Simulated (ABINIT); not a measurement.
# CdS (Hawleyite) (F-43m) in ABINIT: settings compared

Aim: see how the results for CdS (Hawleyite) move with the level of theory and the settings. Levels: SCAN, PBE, WC, LDA-PZ. Tasks: band structure, equation of state.

Program: ABINIT 10.8.3 (patched build). These are calculated values, not measurements. Logs are shortened: lines on timing, memory, paths and dates and some standing lists are left out, and cuts for length are marked. The log counts tension as positive stress, the text compression.

### Step 1. The structure

It takes space group F-43m (No. 216, cubic). Conventional cell: a = 5.833 Å, b = 5.833 Å, c = 5.833 Å, α = 90.00°, β = 90.00°, γ = 90.00°. Around Cd (site symmetry -43m) lie 4 S at 2.53 Å. Around S (site symmetry -43m) lie 4 Cd at 2.53 Å.

### Step 2. Band structure, SCAN

File run.abi:

```
# Datasets: ground state, then fixed potential
ndtset 2

# Pseudopotentials
pp_dirpath "./"
pseudos "Cd.GGA_PBE-JTH.xml, S.GGA_PBE-JTH.xml"

# Structure
acell 3*1.0
rprim
     0.0000000000     5.5113862425     5.5113862425
     5.5113862425     0.0000000000     5.5113862425
     5.5113862425     5.5113862425     0.0000000000
ntypat 2
znucl 48 16
natom 2
typat 1 2
xred
     0.0000000000     0.0000000000     0.0000000000
     0.7500000000     0.7500000000     0.7500000000

# Plane-wave basis
ecut 24.0
pawecutdg 46.0

# Exchange and correlation
ixc -263267
usekden 1
pawxcdev 0

# Bands and occupations
occopt 3
tsmear 0.00183747

# SCF cycle
nstep 100

# Output
iomode 3
prtwf 0
prteig 0
prtebands 0
enunit 1
prtden1 1
prtkden1 1

# Dataset 1
kptopt1 1
ngkpt1 8 8 8
nshiftk1 1
shiftk1 0.0 0.0 0.0
nband1 13
tolvrs1 1.0e-7

# Dataset 2: bands along G-X-W-K-G-L-U-W-L-K
iscf2 -2
getden2 1
getkden2 1
nband2 17
nbdbuf2 2
tolwfr2 1.0e-12
kptopt2 -9
ndivsm2 6
prteig2 1
kptbounds2
     0.0000000000     0.0000000000     0.0000000000
     0.5000000000     0.0000000000     0.5000000000
     0.5000000000     0.2500000000     0.7500000000
     0.3750000000     0.3750000000     0.7500000000
     0.0000000000     0.0000000000     0.0000000000
     0.5000000000     0.5000000000     0.5000000000
     0.6250000000     0.2500000000     0.6250000000
     0.5000000000     0.2500000000     0.7500000000
     0.5000000000     0.5000000000     0.5000000000
     0.3750000000     0.3750000000     0.7500000000
```

Potentials or basis: JTH PAW PBE v2.0.

The run is started by

```console
abinit run.abi > log 2>&1
```

run.abo:

```text
.Version 10.8.3 of ABINIT
 DATASET    1 : space group F-4 3 m (#216); Bravais cF (face-center cubic)
================================================================================
 Values of the parameters that define the memory need for DATASET  1.
     intxc =       0    ionmov =       0      iscf =      17    lmnmax =      18
     lnmax =       6     mgfft =      36  mpssoang =       3    mqgrid =    3001
     natom =       2  nloc_mem =       2    nspden =       1   nspinor =       1
    nsppol =       1      nsym =      24    n1xccc =       1    ntypat =       2
    occopt =       3   xclevel =       2
       mpw =        1895          nfft =       46656          nkpt =          29
 PAW method is used; the additional fine FFT grid is defined by:
   mgfftf=        48    nfftf =    110592
================================================================================
================================================================================

 DATASET    2 : space group F-4 3 m (#216); Bravais cF (face-center cubic)
================================================================================
 Values of the parameters that define the memory need for DATASET  2.
     intxc =       0    ionmov =       0      iscf =      -2    lmnmax =      18
     lnmax =       6     mgfft =      36  mpssoang =       3    mqgrid =    3001
     natom =       2  nloc_mem =       2    nspden =       1   nspinor =       1
    nsppol =       1      nsym =      24    n1xccc =       1    ntypat =       2
    occopt =       3   xclevel =       2
       mpw =        1901          nfft =       46656          nkpt =         103
 PAW method is used; the additional fine FFT grid is defined by:
   mgfftf=        48    nfftf =    110592
================================================================================
================================================================================

--------------------------------------------------------------------------------
------------- Echo of variables that govern the present computation ------------
--------------------------------------------------------------------------------
 -outvars: echo values of preprocessed input variables --------
            acell      1.0000000000E+00  1.0000000000E+00  1.0000000000E+00 Bohr
              amu      1.12411000E+02  3.20660000E+01
             ecut      2.40000000E+01 Hartree
           enunit           1
           getden1          0
           getden2          1
          getkden1          0
          getkden2          1
             iscf1         17
             iscf2         -2
                       outvar_i_n : Printing only first  50 k-points.
              ixc     -263267
           jdtset        1    2
                       outvar_i_n : Printing only first  50 k-points.
           kptopt1          1
           kptopt2         -9
[... 1037 lines left out ...]
xred      :
- [  0.0000E+00,   0.0000E+00,   0.0000E+00, Cd]
- [  7.5000E-01,   7.5000E-01,   7.5000E-01,  S]
cartesian_forces: null
force_length_stats: {min: null, max: null, mean: null, }
...

 Integrated electronic density in atomic spheres:
 ------------------------------------------------
 Atom  Sphere_radius  Integrated_density
    1        2.50234         10.47357571
    2        1.90380          3.58851229

================================================================================

 ----iterations are completed or convergence reached----

 Mean square residual over all n,k,spin=   54.392E-14; max=  99.853E-14
 reduced coordinates (array xred) for    2 atoms
       0.000000000000      0.000000000000      0.000000000000
       0.750000000000      0.750000000000      0.750000000000

 cartesian coordinates (angstrom) at end:
    1      0.00000000000000     0.00000000000000     0.00000000000000
    2      4.37474999705509     4.37474999705509     4.37474999705509
 length scales=  1.000000000000  1.000000000000  1.000000000000 bohr
              =  0.529177210544  0.529177210544  0.529177210544 angstroms
 Eigenvalues (   eV  ) for nkpt= 103  k points:
 kpt#   1, nband= 17, wtk=  1.00000, kpt=  0.0000  0.0000  0.0000 (reduced coord)
  -9.64238   -4.64530   -4.64530   -4.64530   -4.11984   -4.11984    3.27706    3.27706
   3.27706    4.70461   10.29627   10.29627   10.29627   10.94398   15.27090   15.27090
  15.40307
 kpt#   2, nband= 17, wtk=  1.00000, kpt=  0.0294  0.0000  0.0294 (reduced coord)
  -9.63749   -4.64285   -4.64262   -4.64262   -4.12087   -4.11909    3.18402    3.25694
   3.25694    4.80495   10.22626   10.32309   10.32309   10.97198   15.09943   15.27581
  15.47564
 kpt#   3, nband= 17, wtk=  1.00000, kpt=  0.0588  0.0000  0.0588 (reduced coord)
  -9.62298   -4.63545   -4.63473   -4.63473   -4.12388   -4.11684    2.95783    3.19787
   3.19787    5.05222   10.04892   10.40247   10.40247   11.02961   14.68792   15.29052
  15.69100
 kpt#   4, nband= 17, wtk=  1.00000, kpt=  0.0882  0.0000  0.0882 (reduced coord)
  -9.59932   -4.62283   -4.62177   -4.62177   -4.12861   -4.11319    2.67170    3.10357
   3.10357    5.37060    9.81176   10.53154   10.53154   11.08660   14.18645   15.31471
  16.03018
 kpt#   5, nband= 17, wtk=  1.00000, kpt=  0.1176  0.0000  0.1176 (reduced coord)
[... 381 lines left out ...]
   1.97541    7.88876    9.25314   11.15798   11.72823   12.05189   14.02662   15.59778
  17.57667
 kpt# 101, nband= 17, wtk=  1.00000, kpt=  0.4000  0.4000  0.7000 (reduced coord)
  -9.10276   -4.44304   -4.36959   -4.19058   -4.08496   -3.57443   -0.75515    0.76997
   1.87240    7.89168    9.16153   11.24415   11.85530   12.34527   13.72428   15.58813
  17.90590
 kpt# 102, nband= 17, wtk=  1.00000, kpt=  0.3875  0.3875  0.7250 (reduced coord)
  -9.09074   -4.43343   -4.35002   -4.20458   -4.08057   -3.55638   -0.72362    0.67761
   1.78036    7.84234    9.05555   11.28309   12.07159   12.61281   13.50572   15.64958
  18.07720
 kpt# 103, nband= 17, wtk=  1.00000, kpt=  0.3750  0.3750  0.7500 (reduced coord)
  -9.08347   -4.42601   -4.33582   -4.21804   -4.07436   -3.55292   -0.71711    0.67781
   1.70421    7.77523    8.92345   11.28528   12.25809   12.83313   13.45363   15.79149
  18.02522

== END DATASET(S) ==============================================================
================================================================================

 -outvars: echo values of variables after computation  --------
            acell      1.0000000000E+00  1.0000000000E+00  1.0000000000E+00 Bohr
           etotal1    -3.7709708268E+01
            fcart1    -0.0000000000E+00 -0.0000000000E+00 -0.0000000000E+00
                      -0.0000000000E+00 -0.0000000000E+00 -0.0000000000E+00
            rprim      0.0000000000E+00  5.5113862425E+00  5.5113862425E+00
                       5.5113862425E+00  0.0000000000E+00  5.5113862425E+00
                       5.5113862425E+00  5.5113862425E+00  0.0000000000E+00
           strten1    -2.3474866916E-05 -2.3474866916E-05 -2.3474866916E-05
                       0.0000000000E+00  0.0000000000E+00  0.0000000000E+00
           xangst      0.0000000000E+00  0.0000000000E+00  0.0000000000E+00
                       4.3747499971E+00  4.3747499971E+00  4.3747499971E+00
             xred      0.0000000000E+00  0.0000000000E+00  0.0000000000E+00
                       7.5000000000E-01  7.5000000000E-01  7.5000000000E-01
 Calculation completed.
```

Wall time 8.4 min (1 thread of Arm Neoverse V1, shared host); peak memory 0.18 GiB.

What came out:

- Free energy: -1026.1334 eV
- Pressure: 0.7 GPa
- Band gap on the k mesh: 1.43 eV, direct
- Band gap along the path: 1.43 eV, direct
- Valence electrons inside the program's atomic spheres: Cd 10.47; S 3.59

Levels at the corners of the path, in eV from the valence-band top:
| point | band 5 | band 6 | band 7 | band 8 | band 9 | band 10 | band 11 | band 12 | band 13 | band 14 |
| --- | --- | --- | --- | --- | --- | --- | --- | --- | --- | --- |
| Γ | -7.40 | -7.40 | 0.00 | 0.00 | 0.00 | 1.43 | 7.02 | 7.02 | 7.02 | 7.67 |
| X | -7.31 | -6.96 | -4.01 | -1.94 | -1.94 | 3.83 | 4.55 | 7.93 | 9.77 | 11.45 |
| W | -7.39 | -6.78 | -3.96 | -2.32 | -2.25 | 5.57 | 5.71 | 7.74 | 8.17 | 8.40 |
| K | -7.35 | -6.83 | -3.99 | -2.60 | -1.57 | 4.50 | 5.65 | 8.01 | 8.98 | 9.56 |
| Γ | -7.40 | -7.40 | 0.00 | 0.00 | 0.00 | 1.43 | 7.02 | 7.02 | 7.02 | 7.67 |
| L | -7.36 | -7.03 | -4.49 | -0.77 | -0.77 | 3.29 | 7.45 | 7.45 | 7.67 | 7.99 |
| U | -7.35 | -6.83 | -3.99 | -2.60 | -1.57 | 4.50 | 5.65 | 8.01 | 8.98 | 9.56 |
| W | -7.39 | -6.78 | -3.96 | -2.32 | -2.25 | 5.57 | 5.71 | 7.74 | 8.17 | 8.40 |
| L | -7.36 | -7.03 | -4.49 | -0.77 | -0.77 | 3.29 | 7.45 | 7.45 | 7.67 | 7.99 |
| K | -7.35 | -6.83 | -3.99 | -2.60 | -1.57 | 4.50 | 5.65 | 8.01 | 8.98 | 9.56 |

Caveat: totals of a meta-GGA on PAW files have another zero than those of a GGA; the PAW data sets were made with another functional, which shifts forces and pressure a little.

[end of part 1 of 2]
